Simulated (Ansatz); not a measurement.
# CaF2 (Fluorite) in Ansatz: the effect of functional

The system is CaF2 (Fluorite).

```
Ca F
1.0
     0.00000    2.69409    2.69409
     2.69409    0.00000    2.69409
     2.69409    2.69409    0.00000
Ca F
1 2
Direct
  0.00000 0.00000 0.00000
  0.75000 0.75000 0.75000
  0.25000 0.25000 0.25000
```

The cell isn't the ideal one: volume scaled by 0.96.

Alike in all runs:

* Program: Ansatz 0.2.0
* Task: single point
* Potentials or basis: Ansatz PAW
* k mesh: 8 × 8 × 8
* Occupations: fermi-dirac, width 0.05 eV
* Spin: no spin polarisation

```tsv
functional	cutoff	gap on the mesh (eV)	pressure (GPa)
LDA	420 eV (not typed: the program's choice for these potentials)	?	?
PBEsol	420 eV (not typed: the program's choice for these potentials)	7.35	1.6
r2SCAN	500 eV (not typed: the program's choice for these potentials)	8.20	2.7
```

Task: What does the run with functional LDA give?

Result: gap on the mesh 7.17 eV; pressure -3.3 GPa.

Caveats: the PAW data sets come from PBE, with cores solved anew for the run's functional, which leaves a small shift of forces and pressure.

A k mesh can miss the band edges.
